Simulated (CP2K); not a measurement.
# CdSe (F-43m) in CP2K: notebook, part 2 of 2

CP2K 2026.2. Earlier steps stand in the parts before.

**3. Band structure, LDA**

Contents of cdse_bands.inp:

```
&GLOBAL
  PROJECT cdse_bands
  RUN_TYPE ENERGY_FORCE
  PRINT_LEVEL LOW
&END GLOBAL
&FORCE_EVAL
  METHOD QS
  STRESS_TENSOR ANALYTICAL
  &DFT
    BASIS_SET_FILE_NAME BASIS_MOLOPT_UZH
    POTENTIAL_FILE_NAME POTENTIAL_UZH
    &MGRID
      CUTOFF 675
      REL_CUTOFF 60
      NGRIDS 4
    &END MGRID
    &QS
      METHOD GPW
      EPS_DEFAULT 1.0E-9
    &END QS
    &KPOINTS
      SCHEME MONKHORST-PACK 8 8 8
      GAMMA_CENTERED T
      SYMMETRY T
      SYMMETRY_BACKEND SPGLIB
    &END KPOINTS
    &SCF
      SCF_GUESS ATOMIC
      EPS_SCF 1.0E-6
      MAX_SCF 100
      ADDED_MOS 10
      CHOLESKY OFF
      EPS_EIGVAL 1.0E-7
      &DIAGONALIZATION ON
        ALGORITHM STANDARD
      &END DIAGONALIZATION
      &MIXING ON
        METHOD BROYDEN_MIXING
        ALPHA 0.4
        BETA 1.5
        NBUFFER 8
      &END MIXING
      &SMEAR ON
        METHOD FERMI_DIRAC
        ELECTRONIC_TEMPERATURE 580.23
      &END SMEAR
    &END SCF
    &XC
      &XC_FUNCTIONAL
        &LDA_X
        &END LDA_X
        &LDA_C_PW
        &END LDA_C_PW
      &END XC_FUNCTIONAL
    &END XC
    &PRINT
      &KPOINTS ON
      &END KPOINTS
      &MULLIKEN ON
      &END MULLIKEN
      &MO ON
        ENERGIES T
        OCCUPATION_NUMBERS T
        &EACH
          QS_SCF 0
        &END EACH
        ADD_LAST NUMERIC
      &END MO
      &BAND_STRUCTURE
        FILE_NAME bands.bs
        ADDED_MOS 4
        &KPOINT_SET
          UNITS B_VECTOR
          NPOINTS 6
          SPECIAL_POINT GAMMA 0.00000000 0.00000000 0.00000000
          SPECIAL_POINT X 0.50000000 0.00000000 0.50000000
          SPECIAL_POINT W 0.50000000 0.25000000 0.75000000
          SPECIAL_POINT K 0.37500000 0.37500000 0.75000000
          SPECIAL_POINT GAMMA 0.00000000 0.00000000 0.00000000
          SPECIAL_POINT L 0.50000000 0.50000000 0.50000000
          SPECIAL_POINT U 0.62500000 0.25000000 0.62500000
          SPECIAL_POINT W 0.50000000 0.25000000 0.75000000
          SPECIAL_POINT L 0.50000000 0.50000000 0.50000000
          SPECIAL_POINT K 0.37500000 0.37500000 0.75000000
        &END KPOINT_SET
        &KPOINT_SET
          UNITS B_VECTOR
          NPOINTS 6
          SPECIAL_POINT U 0.62500000 0.25000000 0.62500000
          SPECIAL_POINT X 0.50000000 0.00000000 0.50000000
        &END KPOINT_SET
      &END BAND_STRUCTURE
    &END PRINT
  &END DFT
  &SUBSYS
    &CELL
      A 4.3420191692 0.0000000000 0.0000000000
      B 2.1710095846 3.7602989043 0.0000000000
      C 2.1710095846 1.2534329681 3.5452438060
      PERIODIC XYZ
    &END CELL
    &COORD
      SCALED
      Cd  0.0000000000 0.0000000000 0.0000000000
      Se  0.2500000000 0.2500000000 0.2500000000
    &END COORD
    &KIND Cd
      BASIS_SET TZVP-MOLOPT-PBE-GTH-q12
      POTENTIAL GTH-PBE-q12
    &END KIND
    &KIND Se
      BASIS_SET TZVP-MOLOPT-PBE-GTH-q6
      POTENTIAL GTH-PBE-q6
    &END KIND
    &PRINT
      &ATOMIC_COORDINATES ON
      &END ATOMIC_COORDINATES
      &CELL ON
      &END CELL
    &END PRINT
  &END SUBSYS
  &PRINT
    &FORCES ON
    &END FORCES
    &STRESS_TENSOR ON
    &END STRESS_TENSOR
  &END PRINT
&END FORCE_EVAL
```

Potentials or basis: POTENTIAL_UZH Cd GTH-PBE-q12, Se GTH-PBE-q6; TZVP-MOLOPT-PBE-GTH basis.

Command:

```sh
> OMP_NUM_THREADS=1 cp2k.psmp -i cdse_bands.inp -o cdse_bands.out
```

cdse_bands.out:

```text

 CP2K| version string:                                       CP2K version 2026.2
 CP2K| Input file name                                            cdse_bands.inp

 GLOBAL| Force Environment number                                              1
 GLOBAL| Basis set file name                                    BASIS_MOLOPT_UZH
 GLOBAL| Potential file name                                       POTENTIAL_UZH
 GLOBAL| MM Potential file name                                     MM_POTENTIAL
 GLOBAL| Coordinate file name                                      __STD_INPUT__
 GLOBAL| Method name                                                        CP2K
 GLOBAL| Project name                                                 cdse_bands
 GLOBAL| Run type                                                   ENERGY_FORCE
 GLOBAL| FFT library                                                       FFTW3
[... 8 lines left out ...]
 GLOBAL| CPU model name                                                  UNKNOWN

 CELL| Volume [angstrom^3]:                                            57.884223
 CELL| Vector a [angstrom]:       4.342     0.000     0.000   |a| =     4.342019
 CELL| Vector b [angstrom]:       2.171     3.760     0.000   |b| =     4.342019
 CELL| Vector c [angstrom]:       2.171     1.253     3.545   |c| =     4.342019
 CELL| Angle (b,c), alpha [degree]:                                    60.000000
 CELL| Angle (a,c), beta  [degree]:                                    60.000000
 CELL| Angle (a,b), gamma [degree]:                                    60.000000
 CELL| Numerically orthorhombic:                                              NO
 CELL| Periodicity                                                           XYZ

[... 516 lines left out ...]
 KPOINTS| Band Structure Calculation
 KPOINTS| Number of k-point sets                                               2
 KPOINTS| Number of added MOs/bands                                            4
 KPOINTS| Number of k-points in set    1                                      55
 KPOINTS| In units of b-vector [2pi/Bohr]
 KPOINTS| Special point     1       GAMMA     0.000000     0.000000     0.000000
 KPOINTS| Special point     2           X     0.500000     0.000000     0.500000
 KPOINTS| Special point     3           W     0.500000     0.250000     0.750000
 KPOINTS| Special point     4           K     0.375000     0.375000     0.750000
 KPOINTS| Special point     5       GAMMA     0.000000     0.000000     0.000000
 KPOINTS| Special point     6           L     0.500000     0.500000     0.500000
 KPOINTS| Special point     7           U     0.625000     0.250000     0.625000
 KPOINTS| Special point     8           W     0.500000     0.250000     0.750000
 KPOINTS| Special point     9           L     0.500000     0.500000     0.500000
 KPOINTS| Special point    10           K     0.375000     0.375000     0.750000
 KPOINTS| Number of k-points in set    2                                       7
 KPOINTS| In units of b-vector [2pi/Bohr]
 KPOINTS| Special point     1           U     0.625000     0.250000     0.625000
 KPOINTS| Special point     2           X     0.500000     0.000000     0.500000

 ENERGY| Total FORCE_EVAL ( QS ) energy [hartree]            -55.408330670367484

 FORCES| Atomic forces [hartree/bohr]
 FORCES|   Atom     x               y               z               |f|
 FORCES|      1  2.48349221E-09 -5.84427539E-08 -2.53572206E-09   5.85504321E-08
 FORCES|      2 -2.47512858E-09  5.84475910E-08  2.53916152E-09   5.85550552E-08
 FORCES| Sum     8.36363153E-12  4.83709401E-12  3.43946150E-12
 FORCES| Total atomic force                                       1.02556183E-11

 STRESS| Analytical stress tensor [bar]
 STRESS|                        x                   y                   z
 STRESS|      x       -1.60389235233E+04  -9.94418661248E-03   3.13438759882E-03
 STRESS|      y       -9.94418661248E-03  -1.60385377314E+04   4.55622100755E-01
 STRESS|      z        3.13438759882E-03   4.55622100755E-01  -1.60378884229E+04
 STRESS| 1/3 Trace                                            -1.60384498925E+04
 STRESS| Determinant                                          -4.12560052951E+12

 STRESS| Eigenvectors and eigenvalues of the analytical stress tensor [bar]
 STRESS|                        1                   2                   3
 STRESS| Eigenvalues  -1.60389242218E+04  -1.60387718379E+04  -1.60376536179E+04
 STRESS|      x           0.997712460324     -0.067586280612     -0.001393265060
 STRESS|      y           0.060714216325      0.886823038765      0.458103352805
 STRESS|      z          -0.029725922198     -0.457140014206      0.888897843940
```

bands.bs:

```text
# Set 1: 10 special points, 55 k-points, 23 bands
#  Special point 1          0.00000000     0.00000000     0.00000000  GAMMA
#  Special point 2          0.50000000     0.00000000     0.50000000  X
#  Special point 3          0.50000000     0.25000000     0.75000000  W
#  Special point 4          0.37500000     0.37500000     0.75000000  K
#  Special point 5          0.00000000     0.00000000     0.00000000  GAMMA
#  Special point 6          0.50000000     0.50000000     0.50000000  L
#  Special point 7          0.62500000     0.25000000     0.62500000  U
#  Special point 8          0.50000000     0.25000000     0.75000000  W
[... 1386 lines left out ...]
       5    -4.82199141     2.00000000
       6    -4.43523183     2.00000000
[... 45 lines left out ...]
       2    -5.04352576     2.00000000
       3    -4.98423474     2.00000000
       4    -4.94858998     2.00000000
       5    -4.80723106     2.00000000
       6    -4.46452882     2.00000000
[... 8 lines left out ...]
      15    14.99936954     0.00000000
      16    16.42431944     0.00000000
      17    17.43973762
```

Run time: 21 s. Hardware: 1 thread of Arm Neoverse V2, shared host; peak memory 0.4 GiB.

Results:

- Free energy: -1507.7374 eV
- Pressure: -1.6 GPa
- Band gap on the k mesh: 0.26 eV, direct
- Band gap along the path: 0.26 eV, direct
- Mulliken charges: Cd +0.46; Se -0.46 e

Levels at the corners of the path, in eV from the valence-band top:
| point | band 6 | band 7 | band 8 | band 9 | band 10 | band 11 | band 12 | band 13 |
| --- | --- | --- | --- | --- | --- | --- | --- | --- |
| Γ | -7.49 | 0.00 | 0.00 | 0.00 | 0.26 | 5.90 | 5.90 | 5.90 |
| X | -7.16 | -4.12 | -1.85 | -1.85 | 2.90 | 3.53 | 8.75 | 10.14 |
| W | -7.04 | -4.02 | -2.24 | -2.22 | 4.80 | 5.03 | 6.25 | 7.37 |
| K | -7.07 | -4.06 | -2.53 | -1.52 | 3.48 | 4.93 | 8.05 | 8.50 |
| Γ | -7.49 | 0.00 | 0.00 | 0.00 | 0.26 | 5.90 | 5.90 | 5.90 |
| L | -7.22 | -4.41 | -0.75 | -0.75 | 2.11 | 6.31 | 6.31 | 7.12 |
| U | -7.07 | -4.06 | -2.53 | -1.52 | 3.48 | 4.93 | 8.05 | 8.50 |
| W | -7.04 | -4.02 | -2.24 | -2.22 | 4.80 | 5.03 | 6.25 | 7.37 |
| L | -7.22 | -4.41 | -0.75 | -0.75 | 2.11 | 6.31 | 6.31 | 7.12 |
| K | -7.07 | -4.06 | -2.53 | -1.52 | 3.48 | 4.93 | 8.05 | 8.50 |
| U | -7.07 | -4.06 | -2.53 | -1.52 | 3.48 | 4.93 | 8.05 | 8.50 |
| X | -7.16 | -4.12 | -1.85 | -1.85 | 2.90 | 3.53 | 8.75 | 10.14 |

Caveat: Mulliken charges move with the basis; the potentials were made for another functional, which shifts forces and pressure; the basis of atomic orbitals isn't converged, which shifts pressures, moduli and gaps.

**4. Band structure, rev-vdW-DF2**

cdse_bands.inp: that of step 3 with these lines changed.

```diff
@@ -49,4 +49,4 @@
       &XC_FUNCTIONAL
-        &LDA_X
-        &END LDA_X
+        &GGA_X_B86_R
+        &END GGA_X_B86_R
         &LDA_C_PW
@@ -54,2 +54,10 @@
       &END XC_FUNCTIONAL
+      &VDW_POTENTIAL
+        POTENTIAL_TYPE NON_LOCAL
+        &NON_LOCAL
+          TYPE LMKLL
+          KERNEL_FILE_NAME vdW_kernel_table.dat
+          CUTOFF 300
+        &END NON_LOCAL
+      &END VDW_POTENTIAL
     &END XC
```

Potentials or basis: POTENTIAL_UZH Cd GTH-PBE-q12, Se GTH-PBE-q6; TZVP-MOLOPT-PBE-GTH basis.

Command:

```sh
> OMP_NUM_THREADS=1 cp2k.psmp -i cdse_bands.inp -o cdse_bands.out
```

cdse_bands.out:

```text

 CP2K| version string:                                       CP2K version 2026.2
 CP2K| Input file name                                            cdse_bands.inp

 GLOBAL| Force Environment number                                              1
 GLOBAL| Basis set file name                                    BASIS_MOLOPT_UZH
 GLOBAL| Potential file name                                       POTENTIAL_UZH
 GLOBAL| MM Potential file name                                     MM_POTENTIAL
 GLOBAL| Coordinate file name                                      __STD_INPUT__
 GLOBAL| Method name                                                        CP2K
 GLOBAL| Project name                                                 cdse_bands
 GLOBAL| Run type                                                   ENERGY_FORCE
 GLOBAL| FFT library                                                       FFTW3
[... 8 lines left out ...]
 GLOBAL| CPU model name                                                  UNKNOWN

 CELL| Volume [angstrom^3]:                                            57.884223
 CELL| Vector a [angstrom]:       4.342     0.000     0.000   |a| =     4.342019
 CELL| Vector b [angstrom]:       2.171     3.760     0.000   |b| =     4.342019
[... 539 lines left out ...]
 KPOINTS| Number of k-points in set    2                                       7
 KPOINTS| In units of b-vector [2pi/Bohr]
 KPOINTS| Special point     1           U     0.625000     0.250000     0.625000
 KPOINTS| Special point     2           X     0.500000     0.000000     0.500000

 ENERGY| Total FORCE_EVAL ( QS ) energy [hartree]            -55.585780064198971

 FORCES| Atomic forces [hartree/bohr]
 FORCES|   Atom     x               y               z               |f|
 FORCES|      1  1.36442789E-09 -5.01579527E-08 -6.61092326E-09   5.06101391E-08
 FORCES|      2 -2.94560016E-09  4.92657339E-08  5.94205085E-09   4.97101304E-08
 FORCES| Sum    -1.58117227E-09 -8.92218805E-10 -6.68872418E-10
 FORCES| Total atomic force                                       1.93482569E-09

 STRESS| Analytical stress tensor [bar]
 STRESS|                        x                   y                   z
 STRESS|      x        1.15078979882E+04   4.32164070371E-02   3.07156574867E-02
 STRESS|      y        4.32164070371E-02   1.15082290895E+04   4.64193560466E-01
 STRESS|      z        3.07156574867E-02   4.64193560466E-01   1.15087477614E+04
 STRESS| 1/3 Trace                                             1.15082916130E+04
 STRESS| Determinant                                           1.52416706532E+12

 STRESS| Eigenvectors and eigenvalues of the analytical stress tensor [bar]
 STRESS|                        1                   2                   3
 STRESS| Eigenvalues   1.15078889521E+04   1.15079636559E+04   1.15090222312E+04
 STRESS|      x           0.951439141319      0.304819505525      0.042995690683
 STRESS|      y          -0.283760499045      0.814279781223      0.506387615442
 STRESS|      z           0.119346300940     -0.493997476656      0.861233390847
```

Wall time 26 s (1 thread of Arm Neoverse V2, shared host); peak memory 0.49 GiB.

What came out:

```yaml
Free_energy: -1512.5660 eV
Pressure: 1.2 GPa
Band_gap_on_the_k_mesh: 0.42 eV, direct
Band_gap_along_the_path: 0.42 eV, direct
Mulliken_charges: Cd +0.43; Se -0.43 e
```

Levels at the corners of the path, in eV from the valence-band top:
```tsv
point	band 6	band 7	band 8	band 9	band 10	band 11	band 12	band 13
Γ	-7.57	0.00	0.00	0.00	0.42	6.11	6.11	6.11
X	-7.24	-3.99	-1.78	-1.78	3.07	3.68	8.86	10.26
W	-7.13	-3.88	-2.17	-2.13	4.89	5.13	6.44	7.56
K	-7.16	-3.92	-2.44	-1.46	3.64	5.03	8.18	8.64
Γ	-7.57	0.00	0.00	0.00	0.42	6.11	6.11	6.11
L	-7.30	-4.27	-0.72	-0.72	2.29	6.48	6.48	7.20
U	-7.16	-3.92	-2.44	-1.46	3.64	5.03	8.18	8.64
W	-7.13	-3.88	-2.17	-2.13	4.89	5.13	6.44	7.56
L	-7.30	-4.27	-0.72	-0.72	2.29	6.48	6.48	7.20
K	-7.16	-3.92	-2.44	-1.46	3.64	5.03	8.18	8.64
U	-7.16	-3.92	-2.44	-1.46	3.64	5.03	8.18	8.64
X	-7.24	-3.99	-1.78	-1.78	3.07	3.68	8.86	10.26
```

Caveat: Mulliken charges move with the basis; the potentials were made for another functional, which shifts forces and pressure; the basis of atomic orbitals isn't converged, which shifts pressures, moduli and gaps.

**5. Band structure, RPBE**

cdse_bands.inp: that of step 4 with these lines changed.

```diff
@@ -49,15 +49,7 @@
       &XC_FUNCTIONAL
-        &GGA_X_B86_R
-        &END GGA_X_B86_R
-        &LDA_C_PW
-        &END LDA_C_PW
+        &GGA_X_RPBE
+        &END GGA_X_RPBE
+        &GGA_C_PBE
+        &END GGA_C_PBE
       &END XC_FUNCTIONAL
-      &VDW_POTENTIAL
-        POTENTIAL_TYPE NON_LOCAL
-        &NON_LOCAL
-          TYPE LMKLL
-          KERNEL_FILE_NAME vdW_kernel_table.dat
-          CUTOFF 300
-        &END NON_LOCAL
-      &END VDW_POTENTIAL
     &END XC
```

Command:

```sh
> OMP_NUM_THREADS=1 cp2k.psmp -i cdse_bands.inp -o cdse_bands.out
```

Run time: 23 s. Hardware: 1 thread of Arm Neoverse V2, shared host; peak memory 0.41 GiB.

It converged, with:

| Item | Value |
| --- | --- |
| Free energy | -1512.3442 eV |
| Pressure | 3.2 GPa |
| Band gap on the k mesh | 0.70 eV, direct |
| Band gap along the path | 0.70 eV, direct |
| Mulliken charges | Cd +0.60; Se -0.60 e |

Levels at the corners of the path, in eV from the valence-band top:
```csv
point,band 6,band 7,band 8,band 9,band 10,band 11,band 12,band 13
Γ,-7.57,0.00,0.00,0.00,0.70,6.24,6.24,6.24
X,-7.23,-3.91,-1.74,-1.74,3.41,3.86,9.21,10.48
W,-7.12,-3.82,-2.09,-2.06,4.98,5.44,6.68,7.89
K,-7.15,-3.85,-2.36,-1.43,3.89,5.23,8.52,8.82
Γ,-7.57,0.00,0.00,0.00,0.70,6.24,6.24,6.24
L,-7.29,-4.17,-0.71,-0.71,2.51,6.66,6.66,7.56
U,-7.15,-3.85,-2.36,-1.43,3.89,5.23,8.52,8.82
W,-7.12,-3.82,-2.09,-2.06,4.98,5.44,6.68,7.89
L,-7.29,-4.17,-0.71,-0.71,2.51,6.66,6.66,7.56
K,-7.15,-3.85,-2.36,-1.43,3.89,5.23,8.52,8.82
U,-7.15,-3.85,-2.36,-1.43,3.89,5.23,8.52,8.82
X,-7.23,-3.91,-1.74,-1.74,3.41,3.86,9.21,10.48
```

Caveat: Mulliken charges move with the basis; the potentials were made for another functional, which shifts forces and pressure; the basis of atomic orbitals isn't converged, which shifts pressures, moduli and gaps.

**6. Overview**

```csv
level,cutoff of the non-local correlation (Ry),gap on the mesh (eV),pressure (GPa)
PBE,-,0.55,1.8
LDA,-,0.26,-1.6
rev-vdW-DF2,300,0.42,1.2
RPBE,-,0.70,3.2
```

Alike in all rows: task band structure; potentials or basis POTENTIAL_UZH Cd GTH-PBE-q12, Se GTH-PBE-q6; TZVP-MOLOPT-PBE-GTH basis; no spin polarisation; cell as given; k mesh 8 × 8 × 8; smearing fermi-dirac 0.05 eV.

Caveats: the basis of atomic orbitals isn't converged, which shifts pressures, moduli and gaps; the potentials were made for another functional, which shifts forces and pressure (some runs).

Total energies depend on the potentials used, so only differences within one code and one set of settings carry meaning.
